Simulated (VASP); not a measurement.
Input of a VASP 6.6.1 run:

Contents of INCAR:

```
SYSTEM = ZnO
PREC = Accurate ; ENCUT = 520
EDIFF = 1E-7 ; ISMEAR = 0
SIGMA = 0.02 ; LREAL = .FALSE.
LASPH = .TRUE. ; NELM = 80
ALGO = Normal ; ISIF = 3
LWAVE = .FALSE. ; LCHARG = .FALSE.
GGA = PE ; IBRION = 2
NSW = 80 ; EDIFFG = -0.002
```

KPOINTS

```
regular mesh
0
G
  12 12 6
  0 0 0
```

File POSCAR:

```
ZnO                                     
1.0
    3.2869257812      0.0000000000      0.0000000000
   -1.6434628906      2.8465612240      0.0000000000
    0.0000000000      0.0000000000      5.3039786895
  Zn              O             
     2     2
Direct
     0.3333333300000021    0.6666666699999979    0.4999289964339601
     0.6666666699999979    0.3333333300000021    0.9999289964339602
     0.6666666699999979    0.3333333300000021    0.3790810035660409
     0.3333333300000021    0.6666666699999979    0.8790810035660408
```

Potentials or basis: VASP PAW PBE potentials, release 64 (Zn, O).

Command:

```sh
$ cat potpaw_PBE.64/Zn/POTCAR potpaw_PBE.64/O/POTCAR > POTCAR
$ mpirun -np 1 vasp_std > vasp.out
```

Question: Predict the band gap on the k mesh.

Answer: 0.72 eV, direct.

Question: Estimate the space group after relaxing (to 0.05 Å).

Answer: P6_3mc (No. 186).

Question: Estimate the relaxed volume.

Answer: 12.41 Å³/atom.

Question: Estimate the relaxed cell.

Answer: a = 3.287 Å, b = 3.287 Å, c = 5.305 Å, α = 90.00°, β = 90.00°, γ = 120.00°.

Final structure:
```cif
data_structure
_symmetry_space_group_name_H-M 'P 1'
_symmetry_Int_Tables_number 1
_cell_length_a 3.2872
_cell_length_b 3.2872
_cell_length_c 5.3048
_cell_angle_alpha 90.000
_cell_angle_beta 90.000
_cell_angle_gamma 120.000
_cell_volume 49.64
loop_
_atom_site_label
_atom_site_type_symbol
_atom_site_fract_x
_atom_site_fract_y
_atom_site_fract_z
_atom_site_occupancy
Zn1 Zn 0.33333 0.66667 0.49993 1
Zn2 Zn 0.66667 0.33333 0.99993 1
O1 O 0.66667 0.33333 0.37908 1
O2 O 0.33333 0.66667 0.87908 1
```
